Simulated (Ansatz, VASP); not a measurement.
# TePb in VASP and in Ansatz

```xyz
2
Lattice="0.0000 3.2836 3.2836 3.2836 0.0000 3.2836 3.2836 3.2836 0.0000" Properties=species:S:1:pos:R:3 pbc="T T T"
Pb    0.0000    0.0000    0.0000
Te    3.2836    3.2836    3.2836
```

Alike in both runs: functional PBE; k mesh 11 × 11 × 11; occupations fermi-dirac, width 0.1 eV; no spin polarisation.

Ansatz relaxed the structure, and its values are those at the end. VASP's run is a single point on that final structure, the one shown.

```csv
,VASP,Ansatz
version,VASP 6.6.1,Ansatz 0.2.0
potentials or method,"VASP PAW PBE potentials, release 64 (Pb_d, Te)","PAW with Ansatz's default frozen-core files, scalar-relativistic"
plane-wave cutoff (eV),520,420
valence electrons in the cell,20,30
```

|  | VASP | Ansatz | Ansatz less VASP |
| --- | --- | --- | --- |
| pressure (GPa) | 0.0 | 0.0 | +0.06 |

The two sets of potentials don't hold the same shells in valence.

The runs have no spin-orbit coupling, so splittings on Pb, Te are missing.
